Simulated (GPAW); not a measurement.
Input of a GPAW 26.7.0 run:

Contents of run.py:

```python
from ase import Atoms
from ase.calculators.mixing import SumCalculator
from ase.filters import FrechetCellFilter
from ase.io import write
from ase.optimize import BFGS
from dftd3.ase import DFTD3
from gpaw import GPAW, PW, setup_paths

setup_paths.insert(0, '.')

atoms = Atoms(['In', 'Pd'],
              cell=[[3.27188478, 0.0, 0.0],
                    [0.0, 3.27188478, 0.0],
                    [0.0, 0.0, 3.27188478]],
              scaled_positions=[[0.0, 0.0, 0.0],
                                [0.5, 0.5, 0.5]],
              pbc=True)

calc = GPAW(mode=PW(600),
            xc='PBEsol',
            kpts={'size': (8, 8, 8), 'gamma': True},
            occupations={'name': 'fermi-dirac', 'width': 0.05},
            nbands=26,
            convergence={'density': 1e-05, 'forces': 0.0001},
            maxiter=150,
            txt='gpaw.txt')
atoms.calc = SumCalculator([calc, DFTD3(method='pbesol', damping='d3bj')])
opt = BFGS(FrechetCellFilter(atoms), trajectory='relax.traj', logfile='-')
done = opt.run(fmax=0.02, steps=60)
calc.write('gs.gpw')
write('result.traj', atoms)
print('Converged:', done)
print('Cell:', atoms.cell.cellpar().round(4))
print('Volume:', round(atoms.get_volume(), 4))
print(atoms.get_scaled_positions().round(5))
```

Potentials or basis: PAW data sets generated in the run's folder for this functional, pw.

Launch:

```console
$ gpaw-setup -f PBEsol In Pd
$ OMP_NUM_THREADS=1 python run.py
```

(1) Estimate the relaxed volume.

(2) What does it give for the dispersion energy per atom?

Results:

(1) 16.49 Å³/atom.

(2) -0.566 eV.

Caveat: later steps reuse the first step's grids; pairwise dispersion overbinds metals, which lowers pressure and volume.
